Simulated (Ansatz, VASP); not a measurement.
**LiSe6 in VASP and in Ansatz**

```
CELL_PARAMETERS angstrom
6.73788 0.00000 0.00000
0.00000 6.73788 0.00000
0.00000 0.00000 6.73788
ATOMIC_POSITIONS crystal
Li 0.00000 0.00000 0.00000
Se 0.82872 0.50000 0.50000
Se 0.17128 0.50000 0.50000
Se 0.50000 0.50000 0.82872
Se 0.50000 0.50000 0.17128
Se 0.50000 0.17128 0.50000
Se 0.50000 0.82872 0.50000
```

Change from the starting cell: species swapped into the YbB6 type (Pm-3m, No. 221).

Alike in both runs: task relaxation of cell and atoms; functional PBE; k mesh 6 × 6 × 6; occupations gaussian, width 0.1 eV; no spin polarisation.

|  | VASP | Ansatz |
| --- | --- | --- |
| version | VASP 6.6.1 | Ansatz 0.2.0 |
| potentials or method | VASP PAW PBE potentials, release 64 (Li_sv, Se) | scalar-relativistic, plane waves, PAW |
| plane-wave cutoff (eV) | 600 | 420 |
| valence electrons in the cell | 39 | 99 |

```tsv
	VASP	Ansatz	Ansatz less VASP
gap on the k mesh at the Fermi level, each at its own relaxed structure (eV)	none	none	-
relaxed volume (Å³/atom)	43.57	43.57	+0.008
relaxed cell length with the largest relative difference (Å)	6.731	6.731	+0.0004
```

A gap of «none» marks a metal or a gap that the smearing closes. The two sets of potentials don't hold the same shells in valence.

Caveats: the cutoff is under 1.25 times the usual one of these potentials, so pressure, stress and relaxed cells hold a basis-set (Pulay) error (VASP); the bands computed are all filled at some k points, so no gap is given.
